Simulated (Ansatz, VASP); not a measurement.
Bi in VASP and in Ansatz

Contents of INCAR:

```
PREC     = Accurate       # precision mode
ENCUT    = 520            # plane-wave cutoff, eV
EDIFF    = 1E-7           # SCF threshold, eV
ISMEAR   = 0              # smearing method
SIGMA    = 0.1            # smearing width, eV
LREAL    = F              # projectors in reciprocal space
LASPH    = T              # aspherical terms in the spheres
NELM     = 100            # most SCF steps
ALGO     = Normal         # electronic algorithm
ISIF     = 2              # what is computed and relaxed
LWAVE    = F              # write WAVECAR
LCHARG   = T              # write CHGCAR
GGA      = PS             # functional
LELF     = T              # ELF
LVHAR    = T            
NBANDS   = 22             # bands
```

Contents of KPOINTS:

```
regular mesh
0
Gamma
  9 9 4
```

Contents of POSCAR:

```
Bi
1.0
    4.5390002997      0.0000000000      0.0000000000
   -2.2695001499      3.9308895674      0.0000000000
    0.0000000000      0.0000000000     11.8290000000
Bi
2
Direct
    0.3183940584      0.6624589677      0.2443723054
    0.6666666667      0.3333333333      0.7500000000
```

Input for Ansatz:

```yaml
crystal:
  lattice:
    - [4.5390002997, 0.0, 0.0]
    - [-2.2695001499, 3.9308895674, 0.0]
    - [0.0, 0.0, 11.829]
  atoms:
    - { symbol: Bi, position: [0.3183940584, 0.6624589677, 0.2443723054] }
    - { symbol: Bi, position: [0.6666666667, 0.3333333333, 0.75] }
basis:
  ecutwfc: 420
kpoints:
  mp_grid: { grid: [9, 9, 4] }
hamiltonian:
  xc: pbesol
scf:
  occupations: { method: gaussian, width: 0.1 }
output:
  forces: true
  stress: true
  eigenvalues: true
```

Change from the starting cell: one atom moved.

Alike in both runs: task single point; functional PBEsol; k mesh 9 × 9 × 4; occupations gaussian, width 0.1 eV; no spin polarisation.

|  | VASP | Ansatz |
| --- | --- | --- |
| version | VASP 6.6.1 | Ansatz 0.2.0 |
| potentials or method | VASP PAW PBE potentials, release 64 (Bi_d) | scalar-relativistic, plane waves, PAW |
| plane-wave cutoff (eV) | 520 | 420 |
| valence electrons in the cell | 30 | 30 |

VASP gave:

| Quantity | Value |
| --- | --- |
| gap on the k mesh at the Fermi level (eV) | none |
| pressure (GPa) | -3.6 |
| largest component of the traceless stress (GPa) | 3.15 |
| rms of the force components (eV/Å) | 0.006 |

Task: Estimate Ansatz's values.

Result: gap on the k mesh at the Fermi level (eV): none; pressure (GPa): -3.5; largest component of the traceless stress (GPa): 3.15; rms of the force components (eV/Å): 0.006.

Atom by atom the forces differ by 0.000 eV/Å (rms over components). A gap of «none» marks a metal or a gap that the smearing closes.

Caveats: the PAW data sets were made with another functional, which shifts forces and pressure a little (VASP); spin-orbit coupling is left out, which moves the levels of the heavy elements.
